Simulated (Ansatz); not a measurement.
# H2C19: the cost of one run

Program: Ansatz 0.2.0. Level of theory: DFT PBE+D3(BJ), plane waves, PAW, scalar-relativistic, no spin polarisation. These are calculated values, not measurements.

### Step 1. The structure to begin with

The cell holds 21 atoms (C19H2): a = 7.398 Å, b = 7.398 Å, c = 12.000 Å, α = 90.00°, β = 90.00°, γ = 120.00°.

Structure file:

```cif
data_structure
_symmetry_space_group_name_H-M 'P 1'
_symmetry_Int_Tables_number 1
_cell_length_a 7.3980
_cell_length_b 7.3980
_cell_length_c 12.0000
_cell_angle_alpha 90.000
_cell_angle_beta 90.000
_cell_angle_gamma 120.000
_cell_volume 568.78
loop_
_atom_site_label
_atom_site_type_symbol
_atom_site_fract_x
_atom_site_fract_y
_atom_site_fract_z
_atom_site_occupancy
C1 C 0.00000 0.00000 0.08333 1
C2 C 0.22222 0.11111 0.08333 1
C3 C 0.00000 0.33333 0.08333 1
C4 C 0.22222 0.44444 0.08333 1
C5 C 0.00000 0.66667 0.08333 1
C6 C 0.22222 0.77778 0.08333 1
C7 C 0.33333 0.00000 0.08333 1
C8 C 0.55556 0.11111 0.08333 1
C9 C 0.33333 0.33333 0.08333 1
C10 C 0.55556 0.44444 0.08333 1
C11 C 0.33333 0.66667 0.08333 1
C12 C 0.55556 0.77778 0.08333 1
C13 C 0.66667 0.00000 0.08333 1
C14 C 0.88889 0.11111 0.08333 1
C15 C 0.66667 0.33333 0.08333 1
C16 C 0.88889 0.44444 0.08333 1
C17 C 0.66667 0.66667 0.08333 1
C18 C 0.88889 0.77778 0.08333 1
C19 C 0.61480 0.75363 0.20500 1
H1 H 0.60729 0.87136 0.25500 1
H2 H 0.62231 0.63591 0.25500 1
```

### Step 2. End point A

The input, input.yaml:

```yaml
crystal:
  lattice:
    - [7.398, 0.0, 0.0]
    - [-3.699, 6.406856, 0.0]
    - [0.0, 0.0, 12.0]
  atoms:
    - { symbol: C, position: [0.0, 0.0, 0.0833333] }
    - { symbol: C, position: [0.2222222, 0.1111111, 0.0833333] }
    - { symbol: C, position: [0.0, 0.3333333, 0.0833333] }
    - { symbol: C, position: [0.2222222, 0.4444444, 0.0833333] }
    - { symbol: C, position: [0.0, 0.6666667, 0.0833333] }
    - { symbol: C, position: [0.2222222, 0.7777778, 0.0833333] }
    - { symbol: C, position: [0.3333333, 0.0, 0.0833333] }
    - { symbol: C, position: [0.5555556, 0.1111111, 0.0833333] }
    - { symbol: C, position: [0.3333333, 0.3333333, 0.0833333] }
    - { symbol: C, position: [0.5555556, 0.4444444, 0.0833333] }
    - { symbol: C, position: [0.3333333, 0.6666667, 0.0833333] }
    - { symbol: C, position: [0.5555556, 0.7777778, 0.0833333] }
    - { symbol: C, position: [0.6666667, 0.0, 0.0833333] }
    - { symbol: C, position: [0.8888889, 0.1111111, 0.0833333] }
    - { symbol: C, position: [0.6666667, 0.3333333, 0.0833333] }
    - { symbol: C, position: [0.8888889, 0.4444444, 0.0833333] }
    - { symbol: C, position: [0.6666667, 0.6666667, 0.0833333] }
    - { symbol: C, position: [0.8888889, 0.7777778, 0.0833333] }
    - { symbol: C, position: [0.6147989, 0.7536343, 0.205] }
    - { symbol: H, position: [0.607288, 0.8713593, 0.255] }
    - { symbol: H, position: [0.6223099, 0.6359093, 0.255] }
basis:
  ecutwfc: 420.0
kpoints:
  mp_grid: { grid: [2, 2, 1] }
hamiltonian:
  xc: pbe
  dispersion: d3bj
scf:
  occupations: { method: gaussian, width: 0.02 }
  lower_state_search: "off"
relax:
  f_tol: 0.03
  max_steps: 60
  adjacent_minimum: "off"
```

On the command line:

```console
$ ansatz run input.yaml --threads 1 --pin off --max-ram 3072MiB --backend cpu --events-out ev --progress --plain --runs-dir out
```

What time and memory should one allow on 1 thread of an x86-64 CPU, shared host?

About 41 s, with a peak of 0.69 GiB.
